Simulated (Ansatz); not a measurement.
**Band table of BAs (zincblende type)**

```
B As
1.0
     0.00000    2.38380    2.38380
     2.38380    0.00000    2.38380
     2.38380    2.38380    0.00000
B As
1 1
Direct
  0.00000 0.00000 0.00000
  0.25000 0.25000 0.25000
```

The cell comes from a relaxation on PAW files under the same functional, begun from a prototype that needn't be the stable phase.

Computed with Ansatz 0.2.0; functional PBEsol, scalar-relativistic. Settings: a Γ-centred 14×14×14 k mesh, Fermi–Dirac smearing of 0.05 eV, no spin polarisation. Methods: PAW: frozen-core files, cutoff 420 eV.

This run: the series' base cell.

The PAW files were made under PBE.

Path points, in fractions of the reciprocal vectors: Γ (0.000, 0.000, 0.000), X (-0.500, -0.500, 0.000), U (-0.375, -0.375, 0.250), K (-0.375, 0.000, 0.375), L (0.000, 0.000, 0.500), W (-0.500, -0.250, 0.250). The distance column jumps between branches of the path. Levels in eV from the valence-band top; bands 6 to 11, counted from the lowest band of the run. The gap is 1.10 eV, the pressure 0.03 GPa.

```
# k(1/Å) point b6 b7 b8 b9 b10 b11
0.000 Γ -15.49 0.00 0.00 0.00 3.25 3.25
0.165 - -15.40 -0.43 -0.39 -0.39 3.01 3.73
0.329 - -15.15 -1.45 -1.18 -1.18 2.53 4.80
0.494 - -14.72 -2.73 -2.00 -2.00 2.02 5.44
0.659 - -14.13 -4.10 -2.74 -2.74 1.58 4.45
0.824 - -13.40 -5.50 -3.33 -3.33 1.26 3.36
0.988 - -12.56 -6.84 -3.77 -3.77 1.10 2.44
1.153 - -11.72 -8.00 -4.03 -4.03 1.11 1.77
1.318 X -11.28 -8.55 -4.12 -4.12 1.31 1.34
1.376 - -11.27 -8.54 -4.19 -4.11 1.34 1.43
1.434 - -11.27 -8.52 -4.38 -4.08 1.37 1.72
1.493 - -11.25 -8.49 -4.66 -4.04 1.42 2.16
1.551 - -11.24 -8.44 -4.98 -3.97 1.49 2.71
1.609 - -11.23 -8.38 -5.30 -3.88 1.57 3.34
1.667 - -11.24 -8.31 -5.60 -3.78 1.68 4.03
1.726 - -11.26 -8.24 -5.85 -3.66 1.80 4.75
1.784 U -11.31 -8.16 -6.04 -3.52 1.95 5.49
2.591 K -11.31 -8.16 -6.04 -3.52 1.95 5.49
2.766 - -11.70 -7.83 -6.14 -3.02 2.46 7.38
2.940 - -12.41 -7.24 -5.67 -2.42 3.07 6.83
3.115 - -13.22 -6.34 -4.86 -1.77 3.64 5.78
3.290 - -13.99 -5.16 -3.84 -1.14 3.96 4.89
3.465 - -14.63 -3.78 -2.68 -0.63 3.91 4.18
3.639 - -15.10 -2.26 -1.49 -0.26 3.67 3.67
3.814 - -15.39 -0.78 -0.46 -0.06 3.36 3.40
3.989 Γ -15.49 0.00 0.00 0.00 3.25 3.25
4.131 - -15.43 -0.64 -0.13 -0.13 3.38 3.42
4.274 - -15.23 -1.98 -0.44 -0.44 3.38 3.84
4.417 - -14.91 -3.49 -0.81 -0.81 3.23 4.29
4.559 - -14.48 -4.98 -1.16 -1.16 3.05 4.64
4.702 - -13.95 -6.37 -1.45 -1.45 2.89 4.79
4.845 - -13.36 -7.58 -1.66 -1.66 2.78 4.80
4.987 - -12.83 -8.49 -1.79 -1.79 2.71 4.77
5.130 L -12.59 -8.86 -1.84 -1.84 2.68 4.75
5.247 - -12.55 -8.83 -2.15 -1.92 2.92 4.66
5.363 - -12.44 -8.72 -2.89 -2.17 3.37 4.52
5.480 - -12.26 -8.55 -3.76 -2.58 3.70 4.51
5.596 - -12.01 -8.34 -4.60 -3.11 3.92 4.71
5.712 - -11.73 -8.13 -5.30 -3.71 4.17 5.06
5.829 - -11.44 -8.01 -5.72 -4.33 4.52 5.50
5.945 - -11.20 -8.02 -5.75 -4.90 4.92 5.92
6.062 W -11.11 -8.06 -5.57 -5.27 5.19 5.94
6.144 - -11.12 -8.09 -5.52 -5.24 4.85 5.31
6.227 - -11.14 -8.15 -5.37 -5.13 4.19 4.46
6.309 - -11.16 -8.24 -5.14 -4.97 3.48 3.65
6.391 - -11.20 -8.34 -4.88 -4.76 2.81 2.91
6.474 - -11.23 -8.43 -4.60 -4.54 2.23 2.26
6.556 - -11.25 -8.49 -4.36 -4.33 1.76 1.76
6.639 - -11.27 -8.54 -4.19 -4.18 1.43 1.45
6.721 X -11.28 -8.55 -4.12 -4.12 1.31 1.34
```
